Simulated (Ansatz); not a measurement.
# MgSe: the cost of one run

Method: DFT PBEsol, frozen-core PAW, scalar-relativistic unless said, in Ansatz 0.2.0.

The COD entry's cell or inner coordinates are ideal or old and differ from later refinements, so a difference from it is no clean test against experiment.

## 1. The structure to begin with

The structure is cubic, space group Fm-3m (No. 225). The conventional cell has a = 5.451 Å, b = 5.451 Å, c = 5.451 Å, α = 90.00°, β = 90.00°, γ = 90.00°. Around Mg (site symmetry m-3m) lie 6 Se at 2.73 Å. Se (site symmetry m-3m) is surrounded by 6 Mg at 2.73 Å.

Structure file:

```cif
data_structure
_symmetry_space_group_name_H-M 'Fm-3m'
_symmetry_Int_Tables_number 225
_cell_length_a 5.4510
_cell_length_b 5.4510
_cell_length_c 5.4510
_cell_angle_alpha 90.000
_cell_angle_beta 90.000
_cell_angle_gamma 90.000
_cell_volume 161.97
loop_
_atom_site_label
_atom_site_type_symbol
_atom_site_symmetry_multiplicity
_atom_site_Wyckoff_symbol
_atom_site_fract_x
_atom_site_fract_y
_atom_site_fract_z
_atom_site_occupancy
Mg1 Mg 4 a 0.00000 0.00000 0.00000 1
Se1 Se 4 b 0.50000 0.00000 0.00000 1
```

Cartesian axes are those of the input's lattice vectors. The structure goes back to a database entry.

## 2. Cell and atoms relaxed, PAW

input.yaml

```yaml
crystal:
  lattice:
    - [0.0, 2.7255, 2.7255]
    - [2.7255, 0.0, 2.7255]
    - [2.7255, 2.7255, 0.0]
  atoms:
    - { symbol: Mg, position: [0.0, 0.0, 0.0] }
    - { symbol: Se, position: [0.5, 0.5, 0.5] }
kpoints:
  mp_grid: { grid: [16, 16, 16] }
scf:
  occupations: { method: fermi_dirac, width: 0.1 }
hamiltonian:
  xc: pbesol
  pseudopotentials: { kind: paw }
relax:
  f_tol: 0.002
  max_steps: 80
  cell: {}
output:
  forces: true
  stress: true
```

Command:

```sh
$ ansatz run input.yaml --threads 1 --pin off --max-ram 3072MiB --backend cpu --events-out ev --progress --plain --runs-dir out
```

Q: Estimate wall time and peak memory on 1 thread of Intel Xeon 6975P-C (Granite Rapids), shared host.

About 5 s, with a peak of 0.41 GiB.
